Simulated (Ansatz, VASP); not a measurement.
# One calculation of TiNi, two programs

Contents of INCAR:

```
SYSTEM = TiNi
ALGO     = Fast           ! electronic algorithm
EDIFF    = 1E-6           ! SCF threshold, eV
EDIFFG   = -0.005         ! ionic threshold
ENCUT    = 600            ! plane-wave cutoff, eV
GGA      = PS             ! functional
IBRION   = 2              ! ionic algorithm
ISIF     = 3              ! what is computed and relaxed
ISMEAR   = 0              ! smearing method
LASPH    = .True.         ! aspherical terms in the spheres
LCHARG   = .False.        ! write CHGCAR
LREAL    = .False.        ! projectors in reciprocal space
LWAVE    = .False.        ! write WAVECAR
NELM     = 60             ! most SCF steps
NSW      = 70             ! ionic steps
PREC     = Accurate       ! precision mode
SIGMA    = 0.1            ! smearing width, eV
```

KPOINTS

```
k-points
0
Gamma
  14 14 14
  0 0 0
```

The input POSCAR:

```
TiNi
1.0
    3.0112878937      0.0000000000      0.0000000000
    0.0000000000      3.0112878937      0.0000000000
    0.0000000000      0.0000000000      3.0112878937
Ti Ni
1 1
Direct
    0.5000000000      0.5000000000      0.5000000000
    0.0000000000      0.0000000000      0.0000000000
```

Input for Ansatz:

```yaml
crystal:
  lattice:
    - [3.0112878937, 0.0, 0.0]
    - [0.0, 3.0112878937, 0.0]
    - [0.0, 0.0, 3.0112878937]
  atoms:
    - { symbol: Ti, position: [0.5, 0.5, 0.5] }
    - { symbol: Ni, position: [0.0, 0.0, 0.0] }
basis:
  ecutwfc: 420
kpoints:
  mp_grid: { grid: [14, 14, 14] }
hamiltonian:
  xc: pbesol
scf:
  occupations: { method: gaussian, width: 0.1 }
output:
  forces: true
  stress: true
  eigenvalues: true
relax:
  adjacent_minimum: "off"
  f_tol: 0.005
  max_steps: 50
  cell: { stress_tol: 0.05 }
```

Alike in both runs: task relaxation of cell and atoms; functional PBEsol; k mesh 14 × 14 × 14; occupations gaussian, width 0.1 eV; no spin polarisation.

|  | VASP | Ansatz |
| --- | --- | --- |
| version | VASP 6.6.1 | Ansatz 0.2.0 |
| potentials or method | VASP PAW PBE potentials, release 64 (Ti_sv, Ni) | scalar-relativistic, plane waves, PAW |
| plane-wave cutoff (eV) | 600 | 420 |
| valence electrons in the cell | 22 | 30 |

|  | VASP | Ansatz | Ansatz less VASP |
| --- | --- | --- | --- |
| gap on the k mesh at the Fermi level, each at its own relaxed structure (eV) | none | none | - |
| relaxed volume (Å³/atom) | 13.09 | 13.11 | +0.023 |
| relaxed cell length with the largest relative difference (Å) | 2.969 | 2.971 | +0.0017 |
| energy change over the relaxation (meV/atom) | -12 | -12 | +0.5 |

A gap of «none» marks a metal or a gap that the smearing closes. The two sets of potentials don't hold the same shells in valence.

Caveats: the PAW data sets were made with another functional, which shifts forces and pressure a little (VASP). Spin polarisation is off, so any magnetic state and its effect on volume and gap are missing.
